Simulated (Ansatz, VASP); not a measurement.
## One calculation of Al, two programs

```xyz
1
Lattice="0.0000 2.0710 1.8321 2.0710 0.0000 1.8321 2.0710 2.0710 0.0000" Properties=species:S:1:pos:R:3 pbc="T T T"
Al    0.0000    0.0000    0.0000
```

Change from the starting cell: strain +0.040 along x and y, -0.080 along z, atoms carried along.

Alike in both runs: task single point; functional PBE; dispersion D3(BJ); k mesh 26 × 26 × 26; occupations gaussian, width 0.15 eV; no spin polarisation.

```csv
,VASP,Ansatz
version,VASP 6.6.1,Ansatz 0.2.0
potentials or method,"VASP PAW PBE potentials, release 64 (Al)","scalar-relativistic, plane waves, PAW"
plane-wave cutoff (eV),520,420
valence electrons in the cell,3,3
```

```csv
,VASP,Ansatz,Ansatz less VASP
gap on the k mesh at the Fermi level (eV),none,none,-
pressure (GPa),1.3,1.3,+0.03
largest component of the traceless stress (GPa),4.75,4.73,-0.016
```

A gap of «none» marks a metal or a gap that the smearing closes.

Caveats: pairwise dispersion overbinds metals, which lowers pressure and volume.
